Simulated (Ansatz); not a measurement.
# Al on a Zn site in ZnO

All numbers are calculated (PBE, collinear spin where a state has unpaired electrons to hold, no spin-orbit coupling; Ansatz, PAW set soft_2, 420 eV, k-mesh 2×2×2 shifted by half a step), not measured.

The relaxed host crystal (Kohn–Sham gap 0.74 eV over the whole zone):

```
Zn O
1.0
     3.27939    0.00000    0.00000
    -1.63969    2.84003    0.00000
     0.00000    0.00000    5.29318
Zn O
2 2
Direct
  0.66667 0.33333 0.50060
  0.33333 0.66667 0.00060
  0.66667 0.33333 0.87971
  0.33333 0.66667 0.37971
```

Supercell of 36 atoms, rows of the matrix [[-1,-2,-1],[-1,1,-1],[2,1,-1]] times the cell vectors; Al on a Zn site at (0.667, 0.333, 0.501) in fractions of the cell above. Atoms are relaxed at the host's cell; charged cells sit in a uniform background.

Distances from the Al atom (Å), by shell of the perfect crystal:

```csv
shell,perfect crystal,charge +1,charge 0
4 O,2.00,1.82,1.82
12 Zn,3.27 (3.25 to 3.28),3.27 (3.25 to 3.29),3.27 (3.25 to 3.29)
1 O,3.29,3.29,3.29
```

```
charge  moment of the cell (μB)  moment on Al (μB)  gap of the cell on the mesh (eV)                                carriers
    +1                     0.00               0.00                              2.02                       none in the bands
     0                     0.48               0.00                              0.00  in a band of the host or near its edge
```

On this mesh the host's own supercell has a gap of 1.98 eV.

At charge 0 a carrier lies in a band of the host or at its edge (levels aligned by the semicore states), so it isn't shown to be bound to the defect (semilocal functionals spread carriers too far and can miss a bound one), and no level is taken from that state.

Question: Which charge does the defect take as the Fermi level crosses the gap?

Answer: No transition between neighbouring charges can be given. At the conduction band bottom the charges +1 and 0 tie once band filling is counted. Lowest charge for a Fermi level at the valence band top: +1, at mid gap: +1 (among the charges +1, 0). With the Fermi level at the valence band top the state +1 costs -4.56 eV, and -4.19 eV with the Fermi level at mid gap, which lies 0.37 eV above the valence band top; atoms are taken from and to the elements' standard states, where compounds of them would form first, so a negative cost isn't reached.

No formation energy is given for the neutral state, since the neutral cell holds a carrier in a band.

Relaxed cell at charge +1:

```
ZnO Al_Zn charge 1
1.0
     0.0000   -5.6801   -5.2932
    -4.9191    2.8400   -5.2932
     4.9191    2.8400   -5.2932
Al Zn O
1 17 18
Direct
  0.3886 0.0552 0.0552
  0.0535 0.3883 0.0562
  0.3895 0.7201 0.3883
  0.3895 0.3883 0.7201
  0.0535 0.0562 0.3883
  0.7216 0.7201 0.0562
  0.7225 0.3892 0.3892
  0.0541 0.7208 0.7208
  0.7216 0.0562 0.7201
  0.4453 0.4432 0.1119
  0.1114 0.7780 0.1126
  0.4453 0.1119 0.4432
  0.4460 0.7780 0.7780
  0.1105 0.4443 0.4443
  0.7765 0.1119 0.1119
  0.7776 0.7772 0.4443
  0.1114 0.1126 0.7780
  0.7776 0.4443 0.7772
  0.2740 0.9406 0.9406
  0.9285 0.2609 0.9297
  0.2630 0.5952 0.2609
  0.2630 0.2609 0.5952
  0.9285 0.9297 0.2609
  0.5942 0.5952 0.9297
  0.5956 0.2623 0.2623
  0.9288 0.5955 0.5955
  0.5942 0.9297 0.5952
  0.3237 0.2942 0.9904
  0.9861 0.6527 0.9848
  0.3237 0.9904 0.2942
  0.3182 0.6527 0.6527
  0.9854 0.3175 0.3175
  0.6275 0.9904 0.9904
  0.6508 0.6521 0.3175
  0.9861 0.9848 0.6527
  0.6508 0.3175 0.6521
```

Caveats: semilocal functionals make gaps too small, which shifts levels too; small supercell, so energies and levels can be off by tenths of an eV; the atoms kept the symmetry of the start, so a distorted state could lie lower.
